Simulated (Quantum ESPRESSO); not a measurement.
Input of a Quantum ESPRESSO 7.5 run:

pw.in

```
&CONTROL
  calculation = 'scf'
  prefix = 'pwscf'
  outdir = './tmp'
  pseudo_dir = './pseudo'
  tprnfor = .true.
  tstress = .true.
  disk_io = 'low'
/
&SYSTEM
  ibrav = 0
  celldm(1) = 8
  nat = 3
  ntyp = 2
  ecutwfc = 56
  ecutrho = 448
  nbnd = 26
  occupations = 'smearing'
  smearing = 'fd'
  degauss = 0.00367493
/
&ELECTRONS
  conv_thr = 6d-10
  electron_maxstep = 120
  mixing_beta = 0.3
/
ATOMIC_SPECIES
Ta   180.9479 ta_pbesol_v1.uspp.F.UPF
N     14.0070 n_pbesol_v1.2.uspp.F.UPF
CELL_PARAMETERS alat
  0.7353069637788   0.0000000000000   0.0000000000000
 -0.3676534818894   0.6367945101982   0.0000000000000
  0.0000000000000   0.0000000000000   1.1503332200592
ATOMIC_POSITIONS crystal
Ta     0.3333333333    0.6666666667    0.2547110000
Ta     0.6666666667    0.3333333333    0.7452890000
N      0.0000000000    0.0000000000    0.0000000000
K_POINTS automatic
10 10 6 0 0 0
HUBBARD {atomic}
U Ta-5d 8.0
```

The input pp_density.in:

```
&INPUTPP
  prefix = 'pwscf'
  outdir = './tmp'
  filplot = 'density.dat'
  plot_num = 0
/
&PLOT
  nfile = 1
  filepp(1) = 'density.dat'
  iflag = 3
  output_format = 6
  fileout = 'density.cube'
/
```

The input pp_potential.in:

```
&INPUTPP
  prefix = 'pwscf'
  outdir = './tmp'
  filplot = 'potential.dat'
  plot_num = 11
/
&PLOT
  nfile = 1
  filepp(1) = 'potential.dat'
  iflag = 3
  output_format = 6
  fileout = 'potential.cube'
/
```

Potentials or basis: GBRV 1.5 PBEsol.

Run with:

```console
$ OMP_NUM_THREADS=1 mpirun -n 2 pw.x -nk 2 -in pw.in > pw.out
$ OMP_NUM_THREADS=1 mpirun -n 1 pp.x -in pp_density.in > pp_density.out
$ OMP_NUM_THREADS=1 mpirun -n 1 pp.x -in pp_potential.in > pp_potential.out
```

Q: What does it give for the largest force?

A: 0.442 eV/Å.

Q: Estimate the pressure.

A: -21.9 GPa.

Forces on the atoms (eV/Å):
```
Ta   0.000  0.000 -0.442
Ta   0.000  0.000  0.442
N    0.000  0.000  0.000
```

Caveat: U without spin polarisation on a metal has little footing. The run has no spin-orbit coupling, so splittings on Ta are missing.
